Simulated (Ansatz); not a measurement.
## Tc under changes of volume

One of the cells (14.297 Å³/atom); the others are scaled copies at fixed shape and fractional positions:

```xyz
2
Lattice="2.7400 0.0000 0.0000 -1.3700 2.3729 0.0000 0.0000 0.0000 4.3980" Properties=species:S:1:pos:R:3 pbc="T T T"
Tc    1.3700    0.7910    3.2985
Tc    0.0000    1.5819    1.0995
```

```yaml
Program: Ansatz 0.2.0
Functional: PBEsol
Potentials_or_basis: all-electron LAPW, scalar-relativistic
Cutoff: 280 eV (chosen from the basis error)
Basis_error_allowed: 0.0005 eV/atom
k_mesh: 11 × 11 × 6
Occupations: fermi-dirac, width 0.05 eV
Spin: no spin polarisation
```

| volume (Å³/atom) | energy over the lowest point (meV/atom) | pressure (GPa) |
| --- | --- | --- |
| 13.440 | 24.47 | 14.6 |
| 13.726 | 5.60 | 6.7 |
| 14.011 | 0.00 | -0.3 |
| 14.297 | 6.28 | -6.6 |
| 14.583 | 23.19 | -12.2 |
| 14.869 | ? | ? |
| 15.155 | 84.53 | -21.7 |

Problem. What does the run at 14.869 Å³/atom give?

Solution. Energy over the lowest point 49.61 meV/atom; pressure -17.2 GPa.

Worked out: A Birch-Murnaghan fit of order 3 (a polynomial in V^(-2/3)) to the other rows has its minimum at 14.00 Å³/atom with B0 = V·E''(V) = 327 GPa and B' = 4.5 at fixed shape and positions, which overstates the stiffness. It gives 49.61 meV/atom at 14.869 Å³/atom, against the run's 49.61, and -dE/dV = -17.3 GPa, against -17.2.

Energies are extrapolated to zero smearing.
